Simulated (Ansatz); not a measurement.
# Sn (Im-3m) in Ansatz: settings compared, part 2 of 2

Ansatz 0.2.0. The steps go on from the part before.

**4. Single point, PBEsol, 25.07 Å³/atom (strain_xy = -0.04)**

Input file input.yaml:

```yaml
crystal:
  lattice:
    - [-1.8188657464, 1.8188657464, 1.8946518192]
    - [1.8188657464, -1.8188657464, 1.8946518192]
    - [1.8188657464, 1.8188657464, -1.8946518192]
  atoms:
    - { symbol: Sn, position: [0.0, 0.0, 0.0] }
kpoints:
  mp_grid: { grid: [10, 10, 10] }
scf:
  occupations: { method: fermi_dirac, width: 0.05 }
hamiltonian:
  xc: pbesol
  pseudopotentials: { kind: all_electron, lapw: { basis_error: 0.001 } }
output:
  forces: true
  stress: true
  eigenvalues: true
```

Potentials or basis: all-electron LAPW, scalar-relativistic.

Started as:

```sh
ansatz run input.yaml --threads 1 --pin off --max-ram 3072MiB --backend cpu --events-out ev --progress --plain --runs-dir out
```

Output:

```text
Warning: RAYON_NUM_THREADS=1 ignored (pool sized by the plan → 1); use --threads N
LAPW: plane waves up to 6.943 Å⁻¹, error target 1.0e-3 eV per atom; small_component_spin mean_spin; Sn in spheres of 1.597 Å, 22 of its electrons in bands, Dirac shells [] (how accurate: hamiltonian.pseudopotentials.lapw.basis_error, Limitations)
Engine: ansatz 0.2.0, x86_64-unknown-linux-gnu
Pseudopotentials: kind: all_electron
Pseudopotential: Sn, LAPW, valence charge 22, lapw/all_electron/scalar/gaussian/Sn, Koelling and Harmon's equation, gaussian nucleus
Functional definition: PBEsol
  exchange = pbesol_x
  correlation = pbesol_c
Crystal: 1 atoms, lattice volume = 25.072 Å³
Basis set: ecut = 183.66240354890837 eV, 141 PW (Γ), exchange–correlation at level 2
Bands: 15, of which v1, the nominal top of the filled ones, is band 11 counted from 1 (10 counted from 0)
Symmetry: 16 space group operations
Space group: I4/mmm (ITA 139), of the structure as read, at distance tolerance 2.9e-5 Å
k-points: 102 of 1000
Non-local potential: Sn, projectors of the file, none
Initial density: superposition of atomic densities (chi_scale 0.1, normalization cell)
Initial wavefunctions: plane waves of lowest kinetic energy (no species holds an atomic orbital)
Functional: x = pbesol(κ = 0.804, μ = 0.12345679012345678), c = pbesol(β = 0.046)
iter 1 solved again at ethr=2.07e-5 eV; its pass at ethr=1.00e-1 eV (dr2=4.55e-3 eV) is discarded
SCF iter   1: F=—  HF=-168015.003025 eV  |F-HF|=—  |Δ(HF+E_count)|=         —  Δρ=5.63e-3  dr2=4.61e-3  ethr=2.07e-5  ⟨swp⟩=3.7  Hψ=11202  notcnv=0
preconditioner: auto → Kerker (q_TF=auto, 2.670 Å⁻¹)  [metal: Δε(μ)=0.015 eV  Ē_g=23.281 eV  σ=0.050 eV  W_gap=0.08  n_scr=12 (ndim 8)  ℏωp=27.7 eV  f_vac=0.000  D(μ)=0.88/eV (n_scr^D=12)]
SCF iter   2: F=—  HF=-168014.985634 eV  |F-HF|=—  |Δ(HF+E_count)|=   1.74e-2  Δρ=3.21e-3  dr2=1.69e-3  ethr=2.07e-5  ⟨swp⟩=2.0  Hψ=4404  notcnv=0
SCF iter   3: F=—  HF=-168014.984198 eV  |F-HF|=—  |Δ(HF+E_count)|=   1.44e-3  Δρ=1.76e-3  dr2=6.04e-4  ethr=7.69e-6  ⟨swp⟩=2.0  Hψ=4399  notcnv=0
SCF iter   4: F=—  HF=-168014.984107 eV  |F-HF|=—  |Δ(HF+E_count)|=   9.04e-5  Δρ=7.65e-4  dr2=1.43e-4  ethr=2.75e-6  ⟨swp⟩=2.0  Hψ=4401  notcnv=0
iter 5 solved again at ethr=3.79e-8 eV; its pass at ethr=6.51e-7 eV (dr2=8.33e-6 eV) is discarded
SCF iter   5: F=—  HF=-168014.984155 eV  |F-HF|=—  |Δ(HF+E_count)|=   4.79e-5  Δρ=1.54e-4  dr2=8.31e-6  ethr=3.79e-8  ⟨swp⟩=2.0  Hψ=7472  notcnv=0
SCF iter   6: F=—  HF=-168014.984156 eV  |F-HF|=—  |Δ(HF+E_count)|=   6.09e-7  Δρ=5.39e-5  dr2=8.14e-7  ethr=3.78e-8  ⟨swp⟩=2.0  Hψ=4399  notcnv=0
SCF iter   7: F=-168014.984156 eV  HF=-168014.984156 eV  |F-HF|=2.74e-9  |Δ(HF+E_count)|=   2.59e-8  Δρ=1.08e-5  dr2=3.07e-8  ethr=3.70e-9  ⟨swp⟩=2.0  Hψ=4399  notcnv=0
SCF 1 converged in 7 iterations: F = -168014.984156 eV  dr2 = 3.07e-8
SCF converged after 7 iterations
Free energy (F): -168014.984156 eV
Harris-Foulkes:  -168014.984156 eV  (|F-HF|=2.74e-9)
Internal energy: -168014.977228 eV  (E = F + TS)
E sigma→0 (E₀):  -168014.980692 eV
Entropy (-TS):   -0.006928 eV (-6.928 meV/atom)
Fermi energy:    15.128793 eV
--- Per-component energies (eV) ---
  E_band       = -669.558070
  E_kinetic    = 176692.394558
  E_xc         = -4422.703345
  E_electrostatic = -340284.668441  (all electrons and nuclei)
  E_smearing   = -0.006928  (= −TS)
  E_closure    = 0.000000  (closes the sum)
  E_atoms      = -168010.797820  (free atoms, spherical and without spin; not in F)
  Σ components = -168014.984156   (vs F -168014.984156, Δ=0.00e0)
  Basis errors (estimates in eV, not in F): energy 2.4e-4 per atom: plane waves 2.4e-4 (1.2e-4 summed), levels above the bands 7.0e-98, relativity 1.5e-8, radial functions 3.9e-6, core shells 5.5e-10; eigenvalues (radial functions only) 2.1e-5; not estimated: angular momenta, meshes, grids; target (lapw.basis_error) 1.0e-3; muffin-tin radii Sn 1.597 Å
--- Forces (eV/Å), atoms counted from 1 ---
  atom   1  Sn    -0.00000000    -0.00000000     0.00000000
  max |Σ_I F_I| component: 7.40e-31 eV/Å
--- Stress (GPa, compression-positive) ---
        2.282576      -0.000000      -0.000000
       -0.000000       2.282576       0.000000
       -0.000000       0.000000       2.677460
  P = ⅓ Tr σ = 2.4142 GPa (24.142 kbar)
--- Band table (eV; the first three rows and the last of 102) ---
  k-point 0: bands = ["-114.1343", "-69.9672", "-69.9672", "-69.9630", "-6.4109", "-6.4109", "-6.3950", "-6.2410", "-6.2191", "3.4151", "23.6822", "23.9130", "23.9130", "27.0321", "27.6256"]
  k-point 1: bands = ["-114.1342", "-69.9676", "-69.9671", "-69.9632", "-6.4174", "-6.3886", "-6.3836", "-6.2401", "-6.2251", "3.6553", "22.1914", "22.7269", "23.3779", "25.8583", "25.9119"]
  k-point 2: bands = ["-114.1342", "-69.9689", "-69.9671", "-69.9637", "-6.4343", "-6.3774", "-6.3114", "-6.2376", "-6.2367", "4.3784", "18.8119", "21.1487", "22.2697", "24.5763", "24.7315"]
  k-point 101: bands = ["-114.1337", "-69.9713", "-69.9713", "-69.9676", "-6.4454", "-6.4351", "-6.1554", "-6.1435", "-6.1435", "13.0610", "14.0214", "14.8302", "14.8302", "18.8099", "19.1521"]
```

It took 4.2 s on 1 thread of Intel Xeon 6975P-C (Granite Rapids), shared host; peak memory 0.31 GiB.

Results:

* Free energy: -168014.9842 eV
* Pressure: 2.4 GPa
* Band gap on the k mesh: none (metal or under the smearing width)

**5. Single point, PBEsol, 26.13 Å³/atom (strain_xy = -0.02)**

input.yaml, as its differences from that of step 4:

```diff
@@ -2,5 +2,5 @@
   lattice:
-    - [-1.8188657464, 1.8188657464, 1.8946518192]
-    - [1.8188657464, -1.8188657464, 1.8946518192]
-    - [1.8188657464, 1.8188657464, -1.8946518192]
+    - [-1.8567587828, 1.8567587828, 1.8946518192]
+    - [1.8567587828, -1.8567587828, 1.8946518192]
+    - [1.8567587828, 1.8567587828, -1.8946518192]
   atoms:
```

Started as:

```sh
ansatz run input.yaml --threads 1 --pin off --max-ram 3072MiB --backend cpu --events-out ev --progress --plain --runs-dir out
```

Wall time 3.8 s (1 thread of Intel Xeon 6975P-C (Granite Rapids), shared host); peak memory 0.31 GiB.

It converged, with:

```yaml
Free_energy: -168014.9904 eV
Pressure: -0.2 GPa
Band_gap_on_the_k_mesh: none (metal or under the smearing width)
```

**6. Single point, LDA, 25.57 Å³/atom (volume scaled by 0.94)**

Input file input.yaml:

```yaml
crystal:
  lattice:
    - [-1.8559746029, 1.8559746029, 1.8559746029]
    - [1.8559746029, -1.8559746029, 1.8559746029]
    - [1.8559746029, 1.8559746029, -1.8559746029]
  atoms:
    - { symbol: Sn, position: [0.0, 0.0, 0.0] }
kpoints:
  mp_grid: { grid: [10, 10, 10] }
scf:
  occupations: { method: fermi_dirac, width: 0.05 }
hamiltonian:
  xc: lda
  pseudopotentials: { kind: all_electron, lapw: { basis_error: 0.001 } }
output:
  forces: true
  stress: true
  eigenvalues: true
```

Potentials or basis: all-electron LAPW, scalar-relativistic.

Started as:

```sh
ansatz run input.yaml --threads 1 --pin off --max-ram 3072MiB --backend cpu --events-out ev --progress --plain --runs-dir out
```

It took 2.5 s on 1 thread of AMD EPYC 7R13 (Zen 3), shared host; peak memory 0.26 GiB.

It converged, with:

- Free energy: -167944.8679 eV
- Pressure: -0.5 GPa
- Band gap on the k mesh: none (metal or under the smearing width)

**7. Single point, LDA, 26.12 Å³/atom (volume scaled by 0.96)**

input.yaml, as its differences from that of step 6:

```diff
@@ -2,5 +2,5 @@
   lattice:
-    - [-1.8559746029, 1.8559746029, 1.8559746029]
-    - [1.8559746029, -1.8559746029, 1.8559746029]
-    - [1.8559746029, 1.8559746029, -1.8559746029]
+    - [-1.8690452773, 1.8690452773, 1.8690452773]
+    - [1.8690452773, -1.8690452773, 1.8690452773]
+    - [1.8690452773, 1.8690452773, -1.8690452773]
   atoms:
```

Started as:

```sh
ansatz run input.yaml --threads 1 --pin off --max-ram 3072MiB --backend cpu --events-out ev --progress --plain --runs-dir out
```

Wall time 2.4 s (1 thread of AMD EPYC 7R13 (Zen 3), shared host); peak memory 0.25 GiB.

Results (log left out):

```
Free energy            : -167944.8642 eV
Pressure               : -1.6 GPa
Band gap on the k mesh : none (metal or under the smearing width)
```

**8. Single point, LDA, 26.66 Å³/atom (volume scaled by 0.98)**

input.yaml, as its differences from that of step 7:

```diff
@@ -2,5 +2,5 @@
   lattice:
-    - [-1.8690452773, 1.8690452773, 1.8690452773]
-    - [1.8690452773, -1.8690452773, 1.8690452773]
-    - [1.8690452773, 1.8690452773, -1.8690452773]
+    - [-1.881935652, 1.881935652, 1.881935652]
+    - [1.881935652, -1.881935652, 1.881935652]
+    - [1.881935652, 1.881935652, -1.881935652]
   atoms:
```

Started as:

```sh
ansatz run input.yaml --threads 1 --pin off --max-ram 3072MiB --backend cpu --events-out ev --progress --plain --runs-dir out
```

Run time: 2.4 s. Hardware: 1 thread of AMD EPYC 7R13 (Zen 3), shared host; peak memory 0.25 GiB.

Results (log left out):

| Property | Result |
| --- | --- |
| Free energy | -167944.8571 eV |
| Pressure | -2.6 GPa |
| Band gap on the k mesh | none (metal or under the smearing width) |

**9. Single point, LDA, 27.20 Å³/atom**

input.yaml, as its differences from that of step 8:

```diff
@@ -2,5 +2,5 @@
   lattice:
-    - [-1.881935652, 1.881935652, 1.881935652]
-    - [1.881935652, -1.881935652, 1.881935652]
-    - [1.881935652, 1.881935652, -1.881935652]
+    - [-1.8946518192, 1.8946518192, 1.8946518192]
+    - [1.8946518192, -1.8946518192, 1.8946518192]
+    - [1.8946518192, 1.8946518192, -1.8946518192]
   atoms:
```

Potentials or basis: all-electron LAPW, scalar-relativistic.

Started as:

```sh
ansatz run input.yaml --threads 1 --pin off --max-ram 3072MiB --backend cpu --events-out ev --progress --plain --runs-dir out
```

It took 2.5 s on 1 thread of AMD EPYC 7R13 (Zen 3), shared host; peak memory 0.25 GiB.

Results (log left out):

```yaml
Free_energy: -167944.8470 eV
Pressure: -3.4 GPa
Band_gap_on_the_k_mesh: none (metal or under the smearing width)
```

**10. Single point, LDA, 27.75 Å³/atom (volume scaled by 1.02)**

input.yaml, as its differences from that of step 9:

```diff
@@ -2,5 +2,5 @@
   lattice:
-    - [-1.8946518192, 1.8946518192, 1.8946518192]
-    - [1.8946518192, -1.8946518192, 1.8946518192]
-    - [1.8946518192, 1.8946518192, -1.8946518192]
+    - [-1.9071995479, 1.9071995479, 1.9071995479]
+    - [1.9071995479, -1.9071995479, 1.9071995479]
+    - [1.9071995479, 1.9071995479, -1.9071995479]
   atoms:
```

Started as:

```sh
ansatz run input.yaml --threads 1 --pin off --max-ram 3072MiB --backend cpu --events-out ev --progress --plain --runs-dir out
```

Run time: 2.4 s. Hardware: 1 thread of AMD EPYC 7R13 (Zen 3), shared host; peak memory 0.25 GiB.

The run converged. Its results:

| Item | Value |
| --- | --- |
| Free energy | -167944.8342 eV |
| Pressure | -4.1 GPa |
| Band gap on the k mesh | none (metal or under the smearing width) |

**11. Single point, LDA, 28.29 Å³/atom (volume scaled by 1.04)**

input.yaml, as its differences from that of step 10:

```diff
@@ -2,5 +2,5 @@
   lattice:
-    - [-1.9071995479, 1.9071995479, 1.9071995479]
-    - [1.9071995479, -1.9071995479, 1.9071995479]
-    - [1.9071995479, 1.9071995479, -1.9071995479]
+    - [-1.9195843076, 1.9195843076, 1.9195843076]
+    - [1.9195843076, -1.9195843076, 1.9195843076]
+    - [1.9195843076, 1.9195843076, -1.9195843076]
   atoms:
```

Started as:

```sh
ansatz run input.yaml --threads 1 --pin off --max-ram 3072MiB --backend cpu --events-out ev --progress --plain --runs-dir out
```

Run time: 2.3 s. Hardware: 1 thread of AMD EPYC 7R13 (Zen 3), shared host; peak memory 0.26 GiB.

Results (log left out):

```
Free energy            : -167944.8190 eV
Pressure               : -4.8 GPa
Band gap on the k mesh : none (metal or under the smearing width)
```

**12. Single point, LDA, 28.84 Å³/atom (volume scaled by 1.06)**

input.yaml, as its differences from that of step 11:

```diff
@@ -2,5 +2,5 @@
   lattice:
-    - [-1.9195843076, 1.9195843076, 1.9195843076]
-    - [1.9195843076, -1.9195843076, 1.9195843076]
-    - [1.9195843076, 1.9195843076, -1.9195843076]
+    - [-1.9318112889, 1.9318112889, 1.9318112889]
+    - [1.9318112889, -1.9318112889, 1.9318112889]
+    - [1.9318112889, 1.9318112889, -1.9318112889]
   atoms:
```

Potentials or basis: all-electron LAPW, scalar-relativistic.

Started as:

```sh
ansatz run input.yaml --threads 1 --pin off --max-ram 3072MiB --backend cpu --events-out ev --progress --plain --runs-dir out
```

It took 2.1 s on 1 thread of AMD EPYC 7R13 (Zen 3), shared host; peak memory 0.24 GiB.

Results (log left out):

| Quantity | Value |
| --- | --- |
| Free energy | -167944.8018 eV |
| Pressure | -5.4 GPa |
| Band gap on the k mesh | none (metal or under the smearing width) |

**13. Equation of state, LDA**

Potentials or basis: all-electron LAPW, scalar-relativistic.

This step only gathers the single runs of the series.

Results:

```yaml
Equilibrium_volume: "25.32 Å³/atom (rough: see the caveat)"
Bulk_modulus: 56 GPa (rough)
```

Energy against volume, from the lowest point:
```tsv
volume (Å³/atom)	energy (meV/atom)
25.573	0.00
26.117	3.70
26.661	10.83
27.205	20.96
27.749	33.75
28.293	48.90
28.837	66.11
```

Caveat: the minimum lies outside the volumes run.

**14. Overview**

```csv
task,level,potentials or basis,cutoff (eV),basis error allowed,pressure (GPa)
band structure,PBEsol,all-electron PAW datasets made for the crystal,240,-,-2.2
band structure,PBEsol,"all-electron LAPW, inner shells corrected to Dirac's equation",171,0.001 eV/atom,-2.2
equation of state,LDA,"all-electron LAPW, scalar-relativistic",-,0.001 eV/atom,-
```

Alike in all rows: no spin polarisation; cell as given; k mesh 10 × 10 × 10; smearing fermi-dirac 0.05 eV.

Caveats: spin-orbit coupling is left out, which moves the levels of the heavy elements (some runs); the minimum lies outside the volumes run (some runs).

Compare energies only between runs with the same functional and basis.
